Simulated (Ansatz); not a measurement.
## Structural energy differences of ytterbium

All numbers below come from DFT, PBE, plane waves (420 eV) with PAW, scalar-relativistic (Ansatz).

Each structure is relaxed within its own symmetry, so a high-lying one may be dynamically unstable.

```csv
structure,ΔE (meV/atom),V (Å³/atom),cell,magnetic state
bcc,-2,34.67,a = 4.108 Å,spin not included
fcc,0,35.62,a = 5.223 Å,non-magnetic
dhcp,12,35.71,"a = 3.695 Å, c = 12.079 Å (c/a = 3.269)",spin not included
hcp,12,35.53,"a = 3.684 Å, c = 6.046 Å (c/a = 1.641)",spin not included
A15,45,36.26,a = 6.620 Å,spin not included
omega (AlB2-type),73,35.33,"a = 5.901 Å, c = 3.514 Å (c/a = 0.596)",spin not included
simple cubic,517,38.94,a = 3.390 Å,spin not included
diamond,1166,80.72,a = 8.643 Å,spin not included
```

ΔE counts from fcc.

PBE puts bcc 2 meV/atom below fcc, the structure of the real element at low temperature or room conditions.

Differences under about 8 meV lie within the error of the k-point mesh.
